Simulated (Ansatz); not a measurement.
# MoS2 in Ansatz: notebook

Runs on MoS2. Level: RPBE+D3(BJ). Tasks: single point, equation of state.

Program: Ansatz 0.2.0. These are calculated values, not measurements. Logs are shortened: lines on timing, memory, paths and dates and some standing lists are left out, and cuts for length are marked.

## 1. The slab as given

The cell holds a slab with vacuum, 6 atoms: a = 3.185 Å, b = 3.185 Å, c = 21.671 Å, α = 90.00°, β = 90.00°, γ = 120.00°.

## 2. Single point, RPBE+D3(BJ), 29.82 Å³/atom (volume scaled by 0.94)

input.yaml reads:

```yaml
crystal:
  lattice:
    - [3.1195325729, 0.0, 0.0]
    - [-1.5597662865, 2.7015944561, 0.0]
    - [0.0, 0.0, 21.2281547802]
  atoms:
    - { symbol: Mo, position: [0.3333333333, 0.6666666667, 0.85116023] }
    - { symbol: Mo, position: [0.6666666667, 0.3333333333, 0.14883977] }
    - { symbol: S, position: [0.6666666667, 0.3333333333, 0.77962539] }
    - { symbol: S, position: [0.3333333333, 0.6666666667, 0.077251] }
    - { symbol: S, position: [0.6666666667, 0.3333333333, 0.922749] }
    - { symbol: S, position: [0.3333333333, 0.6666666667, 0.22037461] }
hamiltonian:
  xc: rpbe
  pseudopotentials: { kind: paw }
  dispersion: d3bj
kpoints:
  mp_grid: { grid: [10, 10, 2] }
scf:
  occupations: { method: fermi_dirac, width: 0.05 }
output:
  forces: true
  stress: true
  eigenvalues: true
```

Potentials or basis: Ansatz PAW.

Started as:

```console
$ ansatz run input.yaml --threads 2 --pin off --max-ram 5120MiB --backend cpu --events-out ev --progress --plain --runs-dir out
```

The program printed:

```text
Warning: RAYON_NUM_THREADS=2 ignored (pool sized by the plan → 2); use --threads N
Engine: ansatz 0.2.0, x86_64-unknown-linux-gnu
Pseudopotentials: kind: paw
Pseudopotential: Mo, paw, valence charge 14, recommended cutoff 420 eV (normal), Mo.paw.azcp
Pseudopotential: S, paw, valence charge 6, recommended cutoff 420 eV (normal), S.paw.azcp
Functional definition: RPBE
  parameter kappa = 0.804
  parameter beta = 0.06672455060314922
  exchange = rpbe_x(kappa = kappa, mu = beta*pi^2/3)
  correlation = pbe_c(beta = beta)
Crystal: 6 atoms, lattice volume = 178.905 Å³
Basis set: ecut = 420 eV, 3467 PW (Γ), exchange–correlation on 48×48×288 points (8 copies of the dense FFT grid, shifted against one another)
Bands: 32, of which v1, the nominal top of the filled ones, is band 26 counted from 1 (25 counted from 0)
Symmetry: 12 space group operations
Space group: P-3m1 (ITA 164), of the structure as read, at distance tolerance 5.6e-5 Å
k-points: 28 of 200
Non-local potential: Mo, projectors of the file, l = 0: 3, l = 1: 2, l = 2: 2, l = 3: 1
Non-local potential: S, projectors of the file, l = 0: 2, l = 1: 2, l = 2: 2
PAW form: soft (Blöchl's): semilocal exchange-correlation on the pseudo side does not see the compensation charge
PAW frozen core: Mo, regenerated for the run's functional, and the local potential with it (the file was generated under x = pbe(κ = 0.804, μ = 0.2195149727645171), c = pbe(β = 0.06672455060314922))
PAW frozen core: S, regenerated for the run's functional, and the local potential with it (the file was generated under x = pbe(κ = 0.804, μ = 0.2195149727645171), c = pbe(β = 0.06672455060314922))
PAW one-centre angular grid: Mo, 590 points (default); XC on 64 Gauss nodes
PAW one-centre angular grid: S, 110 points (default); XC on 64 Gauss nodes
Initial density: superposition of atomic densities (neutral atoms: chi_scale 0, normalization atom), corrected by the library's trained network
Initial wavefunctions: pseudopotential atomic-orbital guess
Functional: x = rpbe, c = pbe(β = 0.06672455060314922)
SCF iter   1: F=—  HF=-13564.643092 eV  |F-HF|=—  |Δ(HF+E_count)|=         —  Δρ=5.23e-3  dr2=7.94e-2  ethr=1.77e-3  ⟨swp⟩=9.0  Hψ=4996  notcnv=0
preconditioner: auto → none  [insulator: Δε(μ)=1.446 eV  Ē_g=8.066 eV  σ=0.050 eV  W_gap=1.00  n_scr=14 (ndim 8)  ℏωp=16.7 eV  f_vac=0.410  D(μ)=0.00/eV (n_scr^D=0)  ε∞_Penn≈5.3]
SCF iter   2: F=—  HF=-13564.747673 eV  |F-HF|=—  |Δ(HF+E_count)|=   1.05e-1  Δρ=7.83e-3  dr2=1.04e0  ethr=1.53e-4  ⟨swp⟩=4.7  Hψ=2458  notcnv=0  defer=10
SCF iter   3: F=—  HF=-13564.652793 eV  |F-HF|=—  |Δ(HF+E_count)|=   9.49e-2  Δρ=2.75e-3  dr2=4.18e-2  ethr=1.53e-4  ⟨swp⟩=4.1  Hψ=2085  notcnv=0  defer=10
SCF iter   4: F=—  HF=-13564.652369 eV  |F-HF|=—  |Δ(HF+E_count)|=   4.24e-4  Δρ=2.13e-3  dr2=1.31e-2  ethr=8.03e-5  ⟨swp⟩=2.0  Hψ=1336  notcnv=0  defer=12
SCF iter   5: F=—  HF=-13564.653794 eV  |F-HF|=—  |Δ(HF+E_count)|=   1.42e-3  Δρ=6.42e-4  dr2=6.08e-4  ethr=2.52e-5  ⟨swp⟩=2.1  Hψ=1171  notcnv=0  defer=12
SCF iter   6: F=—  HF=-13564.654124 eV  |F-HF|=—  |Δ(HF+E_count)|=   3.30e-4  Δρ=1.50e-4  dr2=5.11e-5  ethr=1.17e-6  ⟨swp⟩=2.0  Hψ=1403  notcnv=0  defer=12
SCF iter   7: F=—  HF=-13564.654174 eV  |F-HF|=—  |Δ(HF+E_count)|=   4.99e-5  Δρ=2.96e-5  dr2=2.40e-6  ethr=9.83e-8  ⟨swp⟩=2.2  Hψ=1607  notcnv=0  defer=12
SCF iter   8: F=-13564.654176 eV  HF=-13564.654176 eV  |F-HF|=3.04e-7  |Δ(HF+E_count)|=   1.59e-6  Δρ=5.69e-6  dr2=3.38e-8  ethr=1.92e-10  ⟨swp⟩=8.0  Hψ=5582  notcnv=0
SCF 1 converged in 8 iterations: F = -13564.654176 eV  dr2 = 3.38e-8
SCF converged after 8 iterations
Free energy (F): -13564.654176 eV
Harris-Foulkes:  -13564.654176 eV  (|F-HF|=3.04e-7)
Internal energy: -13564.654176 eV  (E = F + TS)
E sigma→0 (E₀):  -13564.654176 eV
Entropy (-TS):   -0.000000 eV (-0.000 meV/atom)
Fermi energy:    4.912336 eV
--- Per-component energies (eV) ---
  E_band       = -651.122940
  E_kinetic    = 1322.251821
  E_local      = -24981.105267  (includes V_loc(G=0)·N_el)
  E_nonlocal   = 395.390291
  E_hartree    = 11865.759172
  E_xc         = -761.775002
  E_vxc        = -814.543812  (∫ρ·V_xc dr)
  E_paw        = -8830.166474  (= ΣΔE_a)
  E_vpaw       = -304.637606  (= ΣTr[D̂ρ^β])
  E_aug_tail   = 0.000082  (compensation charges beyond the density's cutoff)
  E_ewald      = 7436.984405
  E_disp       = -11.664765  (pairwise vdW)
  E_core_change = -0.328438  (= ΣΔE_core)
  E_smearing   = -0.000000  (= −TS)
  E_closure    = -0.000000  (closes the sum)
  Σ components = -13564.654176   (vs F -13564.654176, Δ=0.00e0)
--- Forces (eV/Å), atoms counted from 1 ---
  atom   1  Mo    -0.00000000     0.00000000     0.08444572
  atom   2  Mo     0.00000000    -0.00000000    -0.08444572
  atom   3  S      0.00000000    -0.00000000    -0.62335946
  atom   4  S     -0.00000000     0.00000000    -0.75138876
  atom   5  S      0.00000000    -0.00000000     0.75138876
  atom   6  S     -0.00000000     0.00000000     0.62335946
  max |Σ_I F_I| component: 2.22e-16 eV/Å
--- Stress (GPa, compression-positive) ---
       -5.136437       0.000000      -0.000000
        0.000000      -5.136437      -0.000000
       -0.000000      -0.000000       2.503746
  P = ⅓ Tr σ = -2.5897 GPa (-25.897 kbar)
--- Band table (eV; the first three rows and the last of 28) ---
  k-point 0: bands = ["-56.9761", "-56.9761", "-31.1774", "-31.1773", "-30.9060", "-30.9060", "-30.9060", "-30.9060", "-10.7044", "-10.6266", "-9.2216", "-9.0852", "-2.3349", "-1.9790", "0.9381", "0.9381", "0.9411", "0.9411", "1.5827", "2.1612", "2.1612", "2.1728", "2.1728", "2.4235", "3.6570", "4.2249", "6.7557", "6.7557", "6.7633", "6.7633", "7.1025", "7.1025"]
  k-point 1: bands = ["-56.9761", "-56.9761", "-31.1774", "-31.1773", "-30.9060", "-30.9060", "-30.9060", "-30.9060", "-10.7044", "-10.6266", "-9.2216", "-9.0852", "-2.3349", "-1.9790", "0.9381", "0.9381", "0.9411", "0.9411", "1.5827", "2.1612", "2.1612", "2.1728", "2.1728", "2.4235", "3.6571", "4.2248", "6.7558", "6.7558", "6.7633", "6.7633", "7.1025", "7.1025"]
  k-point 2: bands = ["-56.9714", "-56.9714", "-31.1680", "-31.1679", "-30.9525", "-30.9525", "-30.9164", "-30.9164", "-10.5422", "-10.4648", "-9.1597", "-9.0298", "-2.1630", "-1.8099", "0.6141", "0.6203", "1.0488", "1.1082", "1.1132", "1.4299", "1.9139", "1.9273", "2.4903", "2.8856", "3.6130", "4.0507", "6.5922", "6.6144", "6.7005", "6.8008", "6.9038", "6.9683"]
  k-point 27: bands = ["-56.9206", "-56.9206", "-31.2820", "-31.2820", "-31.1748", "-31.1748", "-31.0676", "-31.0676", "-8.3560", "-8.3385", "-8.2861", "-8.2741", "-1.9481", "-1.9044", "-1.3327", "-1.2773", "-0.2491", "-0.2204", "0.1168", "0.2113", "0.6546", "0.8104", "1.6956", "1.8197", "3.6057", "3.6577", "5.7137", "5.7388", "6.9092", "7.2765", "7.4772", "7.5831"]
```

It took 3.1 s on 2 threads of INTEL XEON PLATINUM 8581C at 2.10GHz (Emerald Rapids), shared host; peak memory 0.56 GiB.

What came out:

```yaml
Free_energy: -13564.6542 eV
Largest_force: 0.751 eV/Å
Band_gap_on_the_k_mesh: 1.49 eV, indirect (least direct gap 2.06 eV)
```

Caveat: the PAW data sets come from PBE, with cores solved anew for the run's functional, which leaves a small shift of forces and pressure.

## 3. Single point, RPBE+D3(BJ), 30.45 Å³/atom (volume scaled by 0.96)

Changes to input.yaml since step 2:

```diff
@@ -2,5 +2,5 @@
   lattice:
-    - [3.1195325729, 0.0, 0.0]
-    - [-1.5597662865, 2.7015944561, 0.0]
-    - [0.0, 0.0, 21.2281547802]
+    - [3.141501836, 0.0, 0.0]
+    - [-1.570750918, 2.720620396, 0.0]
+    - [0.0, 0.0, 21.3776537535]
   atoms:
```

Potentials or basis: Ansatz PAW.

Started as:

```console
$ ansatz run input.yaml --threads 2 --pin off --max-ram 5120MiB --backend cpu --events-out ev --progress --plain --runs-dir out
```

It took 3.4 s on 2 threads of INTEL XEON PLATINUM 8581C at 2.10GHz (Emerald Rapids), shared host; peak memory 0.56 GiB.

Results (log left out):

```
Free energy            : -13564.5700 eV
Largest force          : 0.343 eV/Å
Band gap on the k mesh : 1.46 eV, indirect (least direct gap 2.00 eV)
```

Caveat: the PAW data sets come from PBE, with cores solved anew for the run's functional, which leaves a small shift of forces and pressure.

## 4. Single point, RPBE+D3(BJ), 31.09 Å³/atom (volume scaled by 0.98)

Changes to input.yaml since step 3:

```diff
@@ -2,5 +2,5 @@
   lattice:
-    - [3.141501836, 0.0, 0.0]
-    - [-1.570750918, 2.720620396, 0.0]
-    - [0.0, 0.0, 21.3776537535]
+    - [3.1631680506, 0.0, 0.0]
+    - [-1.5815840253, 2.7393838882, 0.0]
+    - [0.0, 0.0, 21.5250905073]
   atoms:
@@ -24 +24,5 @@
   eigenvalues: true
+  write_density: true
+  write_potential: true
+  elf: true
+  volumetric_format: npy
```

Started as:

```console
$ ansatz run input.yaml --threads 2 --pin off --max-ram 5120MiB --backend cpu --events-out ev --progress --plain --runs-dir out
```

Run time: 4.2 s. Hardware: 2 threads of INTEL XEON PLATINUM 8581C at 2.10GHz (Emerald Rapids), shared host; peak memory 0.58 GiB.

The run converged. Its results:

```yaml
Free_energy: -13564.4439 eV
Largest_force: 0.153 eV/Å
Band_gap_on_the_k_mesh: 1.43 eV, indirect (least direct gap 1.94 eV)
```

Caveat: the PAW data sets come from PBE, with cores solved anew for the run's functional, which leaves a small shift of forces and pressure.

## 5. Single point, RPBE+D3(BJ), 31.72 Å³/atom

Changes to input.yaml since step 4:

```diff
@@ -2,5 +2,5 @@
   lattice:
-    - [3.1631680506, 0.0, 0.0]
-    - [-1.5815840253, 2.7393838882, 0.0]
-    - [0.0, 0.0, 21.5250905073]
+    - [3.184541456, 0.0, 0.0]
+    - [-1.592270728, 2.7578938003, 0.0]
+    - [0.0, 0.0, 21.67053472]
   atoms:
```

Started as:

```console
$ ansatz run input.yaml --threads 2 --pin off --max-ram 5120MiB --backend cpu --events-out ev --progress --plain --runs-dir out
```

Wall time 5 s (2 threads of INTEL XEON PLATINUM 8581C at 2.10GHz (Emerald Rapids), shared host); peak memory 0.58 GiB.

Results (log left out):

| Item | Value |
| --- | --- |
| Free energy | -13564.2804 eV |
| Largest force | 0.498 eV/Å |
| Band gap on the k mesh | 1.40 eV, indirect (least direct gap 1.89 eV) |

Caveat: the PAW data sets come from PBE, with cores solved anew for the run's functional, which leaves a small shift of forces and pressure.

## 6. Single point, RPBE+D3(BJ), 32.36 Å³/atom (volume scaled by 1.02)

Changes to input.yaml since step 5:

```diff
@@ -2,5 +2,5 @@
   lattice:
-    - [3.184541456, 0.0, 0.0]
-    - [-1.592270728, 2.7578938003, 0.0]
-    - [0.0, 0.0, 21.67053472]
+    - [3.2056317491, 0.0, 0.0]
+    - [-1.6028158746, 2.7761585299, 0.0]
+    - [0.0, 0.0, 21.8140523775]
   atoms:
@@ -24,5 +24 @@
   eigenvalues: true
-  write_density: true
-  write_potential: true
-  elf: true
-  volumetric_format: npy
```

Potentials or basis: Ansatz PAW.

Started as:

```console
$ ansatz run input.yaml --threads 2 --pin off --max-ram 5120MiB --backend cpu --events-out ev --progress --plain --runs-dir out
```

It took 3.5 s on 2 threads of INTEL XEON PLATINUM 8581C at 2.10GHz (Emerald Rapids), shared host; peak memory 0.58 GiB.

The run converged. Its results:

* Free energy: -13564.0837 eV
* Largest force: 0.817 eV/Å
* Band gap on the k mesh: 1.37 eV, indirect (least direct gap 1.84 eV)

Caveat: the PAW data sets come from PBE, with cores solved anew for the run's functional, which leaves a small shift of forces and pressure.

## 7. Single point, RPBE+D3(BJ), 32.99 Å³/atom (volume scaled by 1.04)

Changes to input.yaml since step 6:

```diff
@@ -2,5 +2,5 @@
   lattice:
-    - [3.2056317491, 0.0, 0.0]
-    - [-1.6028158746, 2.7761585299, 0.0]
-    - [0.0, 0.0, 21.8140523775]
+    - [3.226448123, 0.0, 0.0]
+    - [-1.6132240615, 2.7941860385, 0.0]
+    - [0.0, 0.0, 21.9557060374]
   atoms:
```

Started as:

```console
$ ansatz run input.yaml --threads 2 --pin off --max-ram 5120MiB --backend cpu --events-out ev --progress --plain --runs-dir out
```

Run time: 3.4 s. Hardware: 2 threads of INTEL XEON PLATINUM 8581C at 2.10GHz (Emerald Rapids), shared host; peak memory 0.58 GiB.

The run converged. Its results:

```
Free energy            : -13563.8575 eV
Largest force          : 1.112 eV/Å
Band gap on the k mesh : 1.34 eV, indirect (least direct gap 1.79 eV)
```

Caveat: the PAW data sets come from PBE, with cores solved anew for the run's functional, which leaves a small shift of forces and pressure.

## 8. Single point, RPBE+D3(BJ), 33.62 Å³/atom (volume scaled by 1.06)

Changes to input.yaml since step 7:

```diff
@@ -2,5 +2,5 @@
   lattice:
-    - [3.226448123, 0.0, 0.0]
-    - [-1.6132240615, 2.7941860385, 0.0]
-    - [0.0, 0.0, 21.9557060374]
+    - [3.2469993021, 0.0, 0.0]
+    - [-1.623499651, 2.8119838817, 0.0]
+    - [0.0, 0.0, 22.0955550693]
   atoms:
@@ -24 +24,5 @@
   eigenvalues: true
+  write_density: true
+  write_potential: true
+  elf: true
+  volumetric_format: npy
```

Started as:

```console
$ ansatz run input.yaml --threads 2 --pin off --max-ram 5120MiB --backend cpu --events-out ev --progress --plain --runs-dir out
```

Wall time 4.7 s (2 threads of INTEL XEON PLATINUM 8581C at 2.10GHz (Emerald Rapids), shared host); peak memory 0.59 GiB.

Results (log left out):

```
Free energy            : -13563.6052 eV
Largest force          : 1.386 eV/Å
Band gap on the k mesh : 1.31 eV, indirect (least direct gap 1.74 eV)
```

Caveat: the PAW data sets come from PBE, with cores solved anew for the run's functional, which leaves a small shift of forces and pressure.

## 9. Equation of state, RPBE+D3(BJ)

Potentials or basis: Ansatz PAW.

This step only gathers the single runs of the series.

What came out:

```yaml
Equilibrium_volume: "29.05 Å³/atom (rough: see the caveat)"
Bulk_modulus_at_fixed_shape_and_positions: 105 GPa (rough)
```

Energy against volume, from the lowest point:
| volume (Å³/atom) | energy (meV/atom) |
| --- | --- |
| 29.817 | 0.00 |
| 30.452 | 14.03 |
| 31.086 | 35.05 |
| 31.721 | 62.30 |
| 32.355 | 95.08 |
| 32.990 | 132.78 |
| 33.624 | 174.83 |

Caveat: the potentials were made for another functional, which shifts forces and pressure; the minimum lies outside the volumes run; the cell was scaled at fixed shape and fractional positions, which overstates the stiffness of a crystal with free parameters, most of all of layers and chains.
